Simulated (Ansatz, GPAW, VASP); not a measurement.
Ge: programs and potentials compared

```
Ge
1.0
     0.00000    2.82891    2.82891
     2.82891    0.00000    2.82891
     2.82891    2.82891    0.00000
Ge
2
Direct
  0.75000 0.75000 0.75000
  0.50000 0.50000 0.50000
```

Alike in all runs: task single point; functional PBE; k mesh 8 × 8 × 8; occupations gaussian, width 0.016 eV; no spin polarisation; no spin-orbit coupling. Pressure is positive in compression and, in plane waves, holds the error of the finite cutoff, which Ansatz's Pulay term estimates and takes out.

| program and potentials | plane-wave cutoff (eV) | notes | band gap (eV) | pressure (GPa) |
| --- | --- | --- | --- | --- |
| Ansatz, Ansatz PAW | 420 | 14 valence electrons an atom on average; Pulay term of +0.03 GPa included | 0.03 | 3.57 |
| GPAW, GPAW PAW data sets (gpaw-data 1.2.1) | 600 | 4 valence electrons an atom on average | 0.09 | 3.84 |
| VASP, PBE PAW files Ge_d, 520 eV | 520 | 14 valence electrons an atom on average | 0.03 | 3.45 |
| Ansatz, all-electron LAPW, scalar-relativistic | - | - | ? | ? |

Problem. Estimate from the other rows what the run with Ansatz, all-electron LAPW, scalar-relativistic gave.

Solution. Band gap 0.04 eV; pressure 3.56 GPa. The other rows, which needn't bracket it: band gap 0.03 to 0.09; pressure 3.45 to 3.84.
